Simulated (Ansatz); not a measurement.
# Pressure against volume: Zr

```
Zr
1.0
     0.00000    3.13865    3.13865
     3.13865    0.00000    3.13865
     3.13865    3.13865    0.00000
Zr
2
Direct
  0.00000 0.00000 0.00000
  0.25000 0.25000 0.25000
```

The conventional cell has a = 6.277 Å, b = 6.277 Å, c = 6.277 Å, α = 90.00°, β = 90.00°, γ = 90.00°. Zr (atom 1) is surrounded by 4 Zr at 2.72 Å.

The cell was built from the diamond type and relaxed in the same program, and has space group Fd-3m; it needn't be a known or the stable phase.

All numbers are computed: DFT, PBE, all-electron LAPW, scalar-relativistic (Ansatz 0.2.0); DFT, PBE, PAW with Ansatz's default frozen-core files, scalar-relativistic (Ansatz 0.2.0).

For LAPW: a Γ-centred 10×10×10 k mesh, Fermi–Dirac smearing of 0.05 eV, basis error target 0.25 meV/atom, no spin polarisation. PAW takes a cutoff of 420 eV at this cell. The Ansatz runs share mesh, smearing and spin set-up. Plane-wave (PAW) pressures include the program's estimate of the Pulay term.

The cell above is scaled evenly, with fractional coordinates and shape held.

```tsv
V/V(cell)	V (Å³/atom)	P, LAPW (GPa)	P, PAW (GPa)
0.9600	29.682	1.64	1.62
0.9800	30.301	?	?
1.0000	30.919	0.01	0.00
1.0200	31.538	-0.72	-0.73
1.0400	32.156	-1.38	-1.39
```

**Question.** Fill in the row V/V(cell) = 0.9800.

**Answer.** P, LAPW (GPa) = 0.80, P, PAW (GPa) = 0.79.

**Question.** What do Birch–Murnaghan fits to the pressures give?

**Answer.** LAPW: V0 = 30.93 Å³/atom, B0 = 38 GPa, B0′ = 3.0; PAW: V0 = 30.92 Å³/atom, B0 = 38 GPa, B0′ = 2.9.

PAW's V0 lies -0.04 % from the all-electron value and its B0 -0.1 %. Symmetry fixes shape and coordinates here, so this is the relaxed modulus.
